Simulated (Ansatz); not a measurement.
## Levels at Γ against strain in NaCl

```xyz
2
Lattice="2.8600 0.0000 0.0000 0.0000 2.8600 0.0000 0.0000 0.0000 2.8600" Properties=species:S:1:pos:R:3 pbc="T T T"
Na    0.0000    0.0000    0.0000
Cl    1.4300    1.4300    1.4300
```

Atom numbers follow the list: Na1, Cl2.

The cell comes from COD entry 2104025, which wasn't checked; take it as a given geometry.

All numbers below come from DFT, PBEsol, all-electron LAPW, scalar-relativistic in Ansatz 0.2.0.

The runs use a Γ-centred 9×9×9 k mesh, Fermi–Dirac smearing of 0.03 eV, basis error target 0.5 meV/atom, no spin polarisation.

The cell is scaled evenly. Fractional coordinates are held (clamped ions).

The valence-band top of this crystal doesn't lie at Γ but 1.28 eV above the top filled level there.

Only quantities that a quadratic follows smoothly over the whole series are listed; rougher ones are left out.

```tsv
ln(V/Vcell)	direct gap at Γ (eV)	smallest gap on mesh and path (eV)
-0.0619	7.395	3.878
-0.0408	7.489	3.974
-0.0202	7.576	4.065
-0.0101	7.618	4.108
0.0000	7.658	4.150
0.0198	7.736	4.231
0.0392	7.809	4.307
0.0583	7.877	4.379
```

(1) Fit the series and give the slopes at zero strain.

(2) One run, at ln(V/Vcell) = 0.0100, is withheld. Predict its row.

## Answers

(1) Least-squares fits y = p0 + p1 x + p2 x² to the rows give direct gap at Γ (eV): p1 = 3.99, p2 = -4.2; smallest gap on mesh and path (eV): p1 = 4.15, p2 = -4. So dEg/dln V = 4.0 eV for the direct gap at Γ, which isn't the fundamental gap here: that one has dEg/dln V = 4.2 eV. Semilocal gaps are too small, but their slopes carry over better.

(2) The fits give 7.698, 4.191; the run gave 7.698, 4.191.
